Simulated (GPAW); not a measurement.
# ZnS (Wurtzite-2H) (P6_3mc) in GPAW: further runs

One crystal, ZnS (Wurtzite-2H), is run at these levels: revPBE+D3(BJ), PBE, revPBE+D3; tasks: relaxation of cell and atoms, single point.

Everything below comes from runs of GPAW 26.7.0. Logs are shortened: lines on timing, memory, paths and dates and some standing lists are left out, and cuts for length are marked. The log counts tension as positive stress, the text compression.

## Step 1: Starting point

The structure is hexagonal, space group P6_3mc (No. 186). The conventional cell has a = 3.811 Å, b = 3.811 Å, c = 6.234 Å, α = 90.00°, β = 90.00°, γ = 120.00°. Zn (site symmetry 3m) is surrounded by 4 S at 2.31 to 2.40 Å. Around S (site symmetry 3m) lie 4 Zn at 2.31 to 2.40 Å.

## Step 2: Relaxation of cell and atoms, revPBE+D3(BJ), target pressure 10 GPa, at which the enthalpy is minimised

The input, run.py:

```python
from ase.calculators.mixing import SumCalculator
from ase.filters import FrechetCellFilter
from ase.io import read, write
from ase.optimize import LBFGS
from ase.units import GPa
from dftd3.ase import DFTD3
from gpaw import GPAW, PW

atoms = read('ZnS.cif')

calc = GPAW(mode=PW(600),
            xc='revPBE',
            kpts={'size': (6, 6, 3), 'gamma': True},
            occupations={'name': 'fermi-dirac', 'width': 0.05},
            nbands=31,
            convergence={'density': 1e-05, 'energy': 1e-05},
            maxiter=150,
            txt='gpaw.txt')
atoms.calc = SumCalculator([calc, DFTD3(method='revpbe', damping='d3bj')])
opt = LBFGS(FrechetCellFilter(atoms, scalar_pressure=10 * GPa), trajectory='relax.traj', logfile='-')
done = opt.run(fmax=0.05, steps=100)
calc.write('gs.gpw')
write('result.traj', atoms)
print('Converged:', done)
print('Cell:', atoms.cell.cellpar().round(4))
print('Volume:', round(atoms.get_volume(), 4))
print(atoms.get_scaled_positions().round(5))
```

The input, ZnS.cif:

```cif
data_ZnS
_cell_length_a 3.81100000
_cell_length_b 3.81100000
_cell_length_c 6.23400000
_cell_angle_alpha 90.00000000
_cell_angle_beta 90.00000000
_cell_angle_gamma 120.00000000
_space_group_name_H-M_alt 'P1'
_space_group_name_Hall 'P 1'
_space_group_IT_number 1
loop_
_space_group_symop_operation_xyz
'x,y,z'
loop_
_atom_site_label
_atom_site_type_symbol
_atom_site_symmetry_multiplicity
_atom_site_Wyckoff_symbol
_atom_site_fract_x
_atom_site_fract_y
_atom_site_fract_z
_atom_site_occupancy
Zn1 Zn 1 a 0.6666666667 0.3333333333 0.5000000000 1
Zn2 Zn 1 a 0.3333333333 0.6666666667 0.0000000000 1
S1 S 1 a 0.6666666667 0.3333333333 0.8850000000 1
S2 S 1 a 0.3333333333 0.6666666667 0.3850000000 1
```

Potentials or basis: the program's PAW data sets (release 1.2.1) made for this functional, pw.

Launch:

```
$ OMP_NUM_THREADS=1 python run.py
```

gpaw.txt:

```text
__  _  _
 | _ |_)|_||  |
 |__||  | ||/\| - 26.7.0

Input parameters:
  mode=PW(ecut=600.0),
  convergence={'density': 1e-05, 'energy': 1e-05},
  kpts=MonkhorstPack(size=(6, 6, 3), gamma=True),
  maxiter=150,
  nbands=31,
  occupations=Occupations(name='fermi-dirac', width=0.05),
  xc=XC(name='revPBE')

Diagonalizing LCAO Hamiltonian
Converting LCAO to pw mode

            S

            Zn
        S

        Zn

Atoms  # Å, Bohr magnetons
|   | symbol |         x |        y |        z |    initial magnetic moments |
|---|--------|-----------|----------|----------|-----------------------------|
| 0 |     Zn |  1.905500 | 1.100141 | 3.117000 | ( 0.0000,  0.0000,  0.0000) |
| 1 |     Zn | -0.000000 | 2.200282 | 0.000000 | ( 0.0000,  0.0000,  0.0000) |
| 2 |      S |  1.905500 | 1.100141 | 5.517090 | ( 0.0000,  0.0000,  0.0000) |
| 3 |      S | -0.000000 | 2.200282 | 2.400090 | ( 0.0000,  0.0000,  0.0000) |

Unit cell  # Å
| periodic |         x |        y |        z |  lengths |     angles |
|----------|-----------|----------|----------|----------|------------|
|      yes |  3.811000 | 0.000000 | 0.000000 | 3.811000 |  90.000000 |
|      yes | -1.905500 | 3.300423 | 0.000000 | 3.811000 |  90.000000 |
|      yes |  0.000000 | 0.000000 | 6.234000 | 6.234000 | 120.000000 |

Number of symmetries: 6
Symmetry operations  # r_c * U_cc + t_c -> r_c
|   | kind |            matrix            |
|---|------|------------------------------|
| 0 |  σ   |  1, 1, 0,  0,-1, 0,  0, 0, 1 |
| 1 |  E   |  1, 0, 0,  0, 1, 0,  0, 0, 1 |
| 2 |  C3  |  0, 1, 0, -1,-1, 0,  0, 0, 1 |
| 3 |  σ   |  0,-1, 0, -1, 0, 0,  0, 0, 1 |
| 4 |  σ   | -1, 0, 0,  1, 1, 0,  0, 0, 1 |
| 5 |  C3  | -1,-1, 0,  1, 0, 0,  0, 0, 1 |

BZ-sampling:
  Number of BZ points: 108
  Number of IBZ points: 17

  Monkhorst-Pack size: [6, 6, 3]
  Monkhorst-Pack shift: [0.08333333333333333, 0.08333333333333333, 0.0]

K-points  # in reciprocal-cell coordinates
|     |                                coordinates |     weight |
|-----|--------------------------------------------|------------|
|   0 | (  0.00000000,   0.00000000,   0.00000000) | 0.00925926 |
|   1 | (  0.00000000,   0.00000000,   0.33333333) | 0.01851852 |
|   2 | (  0.16666667,   0.00000000,  -0.33333333) | 0.05555556 |
|   3 | (  0.16666667,   0.00000000,   0.00000000) | 0.05555556 |
|   4 | (  0.16666667,   0.00000000,   0.33333333) | 0.05555556 |
|   5 | (  0.33333333,  -0.16666667,   0.00000000) | 0.05555556 |
|   6 | (  0.33333333,  -0.16666667,   0.33333333) | 0.11111111 |
|   7 | (  0.33333333,   0.00000000,  -0.33333333) | 0.05555556 |
|   8 | (  0.33333333,   0.00000000,   0.00000000) | 0.05555556 |
|   9 | (  0.33333333,   0.00000000,   0.33333333) | 0.05555556 |
| ... |                                            |            |
|  16 | (  0.50000000,   0.50000000,   0.33333333) | 0.05555556 |

Plane wave coefficients: 2641
Cutoff: 600.0 eV

Spin-components: 1 (collinear spins)
Bands:           31
Projectors:      22
Spin-degeneracy: 2
Datatype:        complex128
[... 373 lines left out ...]
Fermi level: 5.359
Eigenvalues  # (at kpt = [0.000, 0.000, 0.000])
| band index |      eig [eV] | occ [0-2] |
|------------|---------------|-----------|
|          0 |        -9.217 |     2.000 |
|        ... |               |           |
|         10 |        -1.746 |     2.000 |
|         11 |        -1.586 |     2.000 |
|         12 |        -1.176 |     2.000 |
|         13 |         3.183 |     2.000 |
|         14 |         3.183 |     2.000 |
|         15 |         4.056 |     2.000 |
[... 8 lines left out ...]
|         24 |        11.702 |     0.000 |
|         25 |        13.590 |     0.000 |
|        ... |               |           |
|         30 |        16.334 |     0.000 |

Gap: 2.438 eV
Transition (v -> c):
  (s=0, k=0, n=17, [0.00, 0.00, 0.00]) -> (s=0, k=0, n=18, [0.00, 0.00, 0.00])
No difference between direct/indirect transitions

Stress tensor  # eV/Ang^3
|         x |         y |         z |
|-----------|-----------|-----------|
| -0.039635 |  0.000000 | -0.000000 |
|  0.000000 | -0.039635 | -0.000000 |
| -0.000000 | -0.000000 | -0.027020 |

Forces  # eV/Ang
|       x |       y |        z |
|---------|---------|----------|
| 0.00000 | 0.00000 |  0.30207 |  # Zn   0
| 0.00000 | 0.00000 |  0.30199 |  # Zn   1
| 0.00000 | 0.00000 | -0.30207 |  # S    2
| 0.00000 | 0.00000 | -0.30192 |  # S    3

Interpolating wave functions to new cell

           S

        S  Zn

        Zn

Atoms  # Å, Bohr magnetons
|   | symbol |         x |        y |        z |    initial magnetic moments |
|---|--------|-----------|----------|----------|-----------------------------|
| 0 |     Zn |  1.825863 | 1.054162 | 3.004664 | ( 0.0000,  0.0000,  0.0000) |
| 1 |     Zn | -0.000000 | 2.108325 | 0.043742 | ( 0.0000,  0.0000,  0.0000) |
| 2 |      S |  1.825863 | 1.054162 | 5.197062 | ( 0.0000,  0.0000,  0.0000) |
| 3 |      S | -0.000000 | 2.108325 | 2.236171 | ( 0.0000,  0.0000,  0.0000) |

Unit cell  # Å
| periodic |         x |        y |         z |  lengths |     angles |
|----------|-----------|----------|-----------|----------|------------|
|      yes |  3.651726 | 0.000000 | -0.000000 | 3.651726 |  90.000000 |
|      yes | -1.825863 | 3.162487 |  0.000000 | 3.651726 |  90.000000 |
|      yes | -0.000000 | 0.000000 |  5.921825 | 5.921825 | 120.000000 |

Number of symmetries: 6
Symmetry operations  # r_c * U_cc + t_c -> r_c
|   | kind |            matrix            |
|---|------|------------------------------|
| 0 |  σ   |  1, 1, 0,  0,-1, 0,  0, 0, 1 |
| 1 |  E   |  1, 0, 0,  0, 1, 0,  0, 0, 1 |
| 2 |  C3  |  0, 1, 0, -1,-1, 0,  0, 0, 1 |
| 3 |  σ   |  0,-1, 0, -1, 0, 0,  0, 0, 1 |
| 4 |  σ   | -1, 0, 0,  1, 1, 0,  0, 0, 1 |
| 5 |  C3  | -1,-1, 0,  1, 0, 0,  0, 0, 1 |

BZ-sampling:
  Number of BZ points: 108
  Number of IBZ points: 17

  Monkhorst-Pack size: [6, 6, 3]
  Monkhorst-Pack shift: [0.08333333333333333, 0.08333333333333333, 0.0]
[... 2068 lines left out ...]
Fermi level: 6.779
Eigenvalues  # (at kpt = [0.000, 0.000, 0.000])
| band index |      eig [eV] | occ [0-2] |
|------------|---------------|-----------|
|          0 |        -8.777 |     2.000 |
|        ... |               |           |
|         10 |        -0.859 |     2.000 |
|         11 |        -0.859 |     2.000 |
|         12 |        -0.607 |     2.000 |
|         13 |         4.292 |     2.000 |
|         14 |         4.292 |     2.000 |
|         15 |         5.201 |     2.000 |
[... 8 lines left out ...]
|         24 |        13.077 |     0.000 |
|         25 |        15.256 |     0.000 |
|        ... |               |           |
|         30 |        17.669 |     0.000 |

Gap: 2.837 eV
Transition (v -> c):
  (s=0, k=0, n=17, [0.00, 0.00, 0.00]) -> (s=0, k=0, n=18, [0.00, 0.00, 0.00])
No difference between direct/indirect transitions

Stress tensor  # eV/Ang^3
|         x |         y |         z |
|-----------|-----------|-----------|
| -0.106971 |  0.000000 | -0.000000 |
|  0.000000 | -0.106971 |  0.000000 |
| -0.000000 |  0.000000 | -0.103701 |

Forces  # eV/Ang
|        x |       y |        z |
|----------|---------|----------|
| -0.00000 | 0.00000 |  0.02416 |  # Zn   0
|  0.00000 | 0.00000 |  0.02377 |  # Zn   1
| -0.00000 | 0.00000 | -0.02394 |  # S    2
|  0.00000 | 0.00000 | -0.02369 |  # S    3

# Writing to gs.gpw (mode='')
```

Wall time 2.7 min (1 thread of AMD EPYC 7R13 (Zen 3), shared host); peak memory 0.29 GiB.

What came out:

- Free energy: -14.8168 eV
- Relaxed volume: 17.39 Å³/atom
- Relaxed cell: a = 3.646 Å, b = 3.646 Å, c = 6.040 Å, α = 90.00°, β = 90.00°, γ = 120.00°
- Space group after relaxing (to 0.05 Å): P6_3mc (No. 186)
- Energy change on relaxing (the enthalpy is what falls): +45.8 meV/atom
- Ionic steps: 11
- Pressure after relaxing: 9.9 GPa
- Largest force after relaxing: 0.036 eV/Å
- Band gap on the k mesh: 2.84 eV, direct
- Dispersion energy per atom: -0.695 eV

Forces on the atoms (eV/Å):
```
Zn   0.000  0.000  0.036
Zn   0.000  0.000  0.036
S    0.000  0.000 -0.036
S    0.000  0.000 -0.036
```

Step by step:
```csv
step,energy change (eV),largest force (eV/Å),pressure (GPa),volume (Å³)
1,0.0000,0.3453,-1.17,78.41
2,-0.0114,0.3100,-0.12,77.27
3,0.2827,0.3801,12.14,68.39
4,0.1542,0.0830,9.01,70.12
5,0.1712,0.0678,9.51,69.82
6,0.1938,0.0070,10.17,69.42
7,0.1936,0.0339,10.18,69.42
8,0.1905,0.0608,10.10,69.47
9,0.1868,0.0760,10.00,69.52
10,0.1830,0.0706,9.90,69.56
11,0.1834,0.0364,9.90,69.55
```

Final structure:
```cif
data_structure
_symmetry_space_group_name_H-M 'P 1'
_symmetry_Int_Tables_number 1
_cell_length_a 3.6464
_cell_length_b 3.6464
_cell_length_c 6.0397
_cell_angle_alpha 90.000
_cell_angle_beta 90.000
_cell_angle_gamma 120.000
_cell_volume 69.55
loop_
_atom_site_label
_atom_site_type_symbol
_atom_site_fract_x
_atom_site_fract_y
_atom_site_fract_z
_atom_site_occupancy
Zn1 Zn 0.66667 0.33333 0.50661 1
Zn2 Zn 0.33333 0.66667 0.00661 1
S1 S 0.66667 0.33333 0.87839 1
S2 S 0.33333 0.66667 0.37838 1
```

Levels at points of the mesh, in eV from the valence-band top:
```
           k point  band 14  band 15  band 16  band 17  band 18  band 19  band 20  band 21  band 22  band 23
(0.00, 0.00, 0.00)    -1.07    -1.07    -0.16     0.00     0.00     2.84     3.46     6.24     6.24     6.36
(0.50, 0.50, 0.00)    -4.61    -3.89    -2.68    -2.10    -1.07     3.62     4.56     4.98     6.77     7.82
```

Caveat: later steps reuse the first step's grids.

## Step 3: Single point, PBE

The input, run.py:

```python
from ase import Atoms
from ase.dft.bandgap import bandgap
from ase.io import write
from ase.units import GPa
from gpaw import GPAW, PW

atoms = Atoms(['Zn', 'Zn', 'S', 'S'],
              cell=[[3.811, 0.0, 0.0],
                    [-1.9055, 3.3004228138, 0.0],
                    [0.0, 0.0, 6.234]],
              scaled_positions=[[0.6666666667, 0.3333333333, 0.5],
                                [0.3333333333, 0.6666666667, 0.0],
                                [0.6666666667, 0.3333333333, 0.885],
                                [0.3333333333, 0.6666666667, 0.385]],
              pbc=True)

calc = GPAW(mode=PW(400),
            xc='PBE',
            kpts={'size': (6, 6, 3), 'gamma': True},
            occupations={'name': 'fermi-dirac', 'width': 0.05},
            nbands=31,
            convergence={'density': 1e-05, 'energy': 1e-05},
            maxiter=80,
            txt='gpaw.txt')
atoms.calc = calc
energy = atoms.get_potential_energy()
forces = atoms.get_forces()
stress = atoms.get_stress()
calc.write('gs.gpw')
write('result.traj', atoms)
print(f'Energy: {energy:.6f} eV')
print('Forces (eV/A):')
print(forces.round(4))
print('Stress (GPa):', (stress / GPa).round(3))
print('Fermi level:', round(calc.get_fermi_level(), 4), 'eV')
print(f'Gap: {bandgap(calc)[0]:.4f} eV, direct: {bandgap(calc, direct=True)[0]:.4f} eV')
```

Potentials or basis: GPAW PAW data sets (gpaw-data 1.2.1), pw.

Launch:

```
$ OMP_NUM_THREADS=1 python run.py
```

Wall time 12 s (1 thread of AMD EPYC 7R13 (Zen 3), shared host); peak memory 0.16 GiB.

These settings aren't checked as converged: the numbers below hold their error.

What came out:

- Free energy: -13.6974 eV
- Pressure: 1.4 GPa
- Largest force: 0.329 eV/Å
- Band gap on the k mesh: 2.24 eV, direct

Caveat: the cutoff is short for stress and forces, so pressures can be off by a GPa or more.

## Step 4: Relaxation of cell and atoms, revPBE+D3

The input, run.py:

```python
from ase.calculators.mixing import SumCalculator
from ase.filters import FrechetCellFilter
from ase.io import read, write
from ase.optimize import LBFGS
from dftd3.ase import DFTD3
from gpaw import GPAW, PW

atoms = read('ZnS.xyz')

calc = GPAW(mode=PW(600),
            xc='revPBE',
            kpts={'size': (6, 6, 3), 'gamma': True},
            occupations={'name': 'fermi-dirac', 'width': 0.05},
            nbands=31,
            convergence={'density': 1e-05, 'energy': 1e-05},
            maxiter=150,
            txt='gpaw.txt')
atoms.calc = SumCalculator([calc, DFTD3(method='revpbe', damping='d3zero')])
opt = LBFGS(FrechetCellFilter(atoms), trajectory='relax.traj', logfile='-')
done = opt.run(fmax=0.02, steps=100)
calc.write('gs.gpw')
write('result.traj', atoms)
print('Converged:', done)
print('Cell:', atoms.cell.cellpar().round(4))
print('Volume:', round(atoms.get_volume(), 4))
print(atoms.get_scaled_positions().round(5))
```

The input, ZnS.xyz:

```xyz
4
Lattice="3.8110000000 0.0000000000 0.0000000000 -1.9055000000 3.3004228138 0.0000000000 0.0000000000 0.0000000000 6.2340000000" Properties=species:S:1:pos:R:3 pbc="T T T"
Zn     1.9055000002      1.1001409378      3.1170000000
Zn    -0.0000000002      2.2002818760      0.0000000000
S      1.9055000002      1.1001409378      5.5170900000
S     -0.0000000002      2.2002818760      2.4000900000
```

Potentials or basis: the program's PAW data sets (release 1.2.1) made for this functional, pw.

Launch:

```
$ OMP_NUM_THREADS=1 python run.py
```

Run time: 2.8 min. Hardware: 1 thread of Intel Xeon Platinum 8259CL at 2.50GHz (Skylake/Cascade Lake), shared host; peak memory 0.27 GiB.

Results (log left out):

| Quantity | Value |
| --- | --- |
| Free energy | -14.5493 eV |
| Relaxed volume | 19.29 Å³/atom |
| Relaxed cell | a = 3.788 Å, b = 3.788 Å, c = 6.208 Å, α = 90.00°, β = 90.00°, γ = 120.00° |
| Space group after relaxing (to 0.05 Å) | P6_3mc (No. 186) |
| Energy gained by relaxing | 6.5 meV/atom |
| Ionic steps | 8 |
| Pressure after relaxing | 0.0 GPa |
| Largest force after relaxing | 0.007 eV/Å |
| Band gap on the k mesh | 2.40 eV, direct |
| Dispersion energy per atom | -0.498 eV |

Forces in eV/Å, atoms in the order of the input:
```
Zn   0.000  0.000  0.007
Zn   0.000  0.000  0.007
S    0.000  0.000 -0.007
S    0.000  0.000 -0.006
```

The path:
```tsv
step	energy change (eV)	largest force (eV/Å)	pressure (GPa)	volume (Å³)
1	0.0000	0.3219	-1.07	78.41
2	-0.0070	0.2767	-1.01	78.30
3	-0.0233	0.0773	-0.38	77.56
4	-0.0245	0.0069	-0.48	77.65
5	-0.0247	0.0052	-0.42	77.59
6	-0.0256	0.0095	0.14	77.06
7	-0.0256	0.0104	0.13	77.07
8	-0.0259	0.0073	0.01	77.16
```

Final structure:
```
CELL_PARAMETERS angstrom
3.78847 0.00000 0.00000
-1.89424 3.28091 0.00000
0.00000 0.00000 6.20776
ATOMIC_POSITIONS crystal
Zn 0.66667 0.33333 0.50521
Zn 0.33333 0.66667 0.00521
S 0.66667 0.33333 0.87979
S 0.33333 0.66667 0.37979
```

Levels at points of the mesh, in eV from the valence-band top:
| k point | band 14 | band 15 | band 16 | band 17 | band 18 | band 19 | band 20 | band 21 | band 22 | band 23 |
| --- | --- | --- | --- | --- | --- | --- | --- | --- | --- | --- |
| (0.00, 0.00, 0.00) | -0.92 | -0.92 | -0.08 | 0.00 | 0.00 | 2.40 | 3.21 | 6.32 | 6.32 | 6.59 |
| (0.50, 0.50, 0.00) | -4.15 | -3.33 | -2.29 | -1.71 | -0.91 | 3.73 | 4.37 | 5.18 | 6.92 | 7.54 |

Caveat: later steps reuse the first step's grids. A hybrid or GW would open this gap; revPBE tends to underestimate it.
